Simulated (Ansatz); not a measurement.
Random displacements in SnO

These are results of Ansatz 0.2.0, DFT PBEsol, scalar-relativistic, plane waves, PAW, not measurements. The runs took a 420 eV cutoff, a Γ-centred 8×6×8 mesh and Gaussian smearing (0.05 eV). No spin polarisation. Energies are free energies at this smearing, counted from the undisturbed cell; pressure is positive in compression.

Reference structure (relaxed at this level; this form isn't the usual structure):

```yaml
crystal:
  lattice:
    - [3.31561, 0.00000, 0.00000]
    - [0.00000, 5.70499, 0.00000]
    - [0.00000, 0.00000, 3.89416]
  atoms:
    - { symbol: Sn, position: [0.00000, 0.23379, 0.52617] }
    - { symbol: Sn, position: [0.50000, 0.76621, 0.02617] }
    - { symbol: O, position: [0.00000, 0.88536, 0.72383] }
    - { symbol: O, position: [0.50000, 0.11464, 0.22383] }
```

The cell holds layers and no dispersion correction was added, so their binding is poorly described.

The atoms are displaced (Å, in the unstrained cell):

| atom | ux | uy | uz |
| --- | --- | --- | --- |
| Sn1 | 0.006 | 0.002 | -0.018 |
| Sn2 | 0.014 | 0.010 | -0.019 |
| O3 | 0.022 | -0.022 | 0.012 |
| O4 | -0.043 | 0.010 | 0.025 |

Strain (Voigt, engineering shear): (-0.0293, 0.0385, -0.0296, 0.0411, 0.0628, -0.0195).

Task: What are the energy change, the stress and the forces?

Result: ΔE = 67.0 meV/atom; stress (xx, yy, zz, yz, xz, xy; compression positive) (10.05, -1.04, 4.79, -2.39, -5.48, 0.97) GPa; gap on the mesh 1.48 eV.
```csv
atom,Fx (eV/Å),Fy,Fz
Sn1,-0.80,0.29,0.53
Sn2,-0.89,-0.39,1.18
O3,0.57,0.78,-0.79
O4,1.13,-0.68,-0.92
```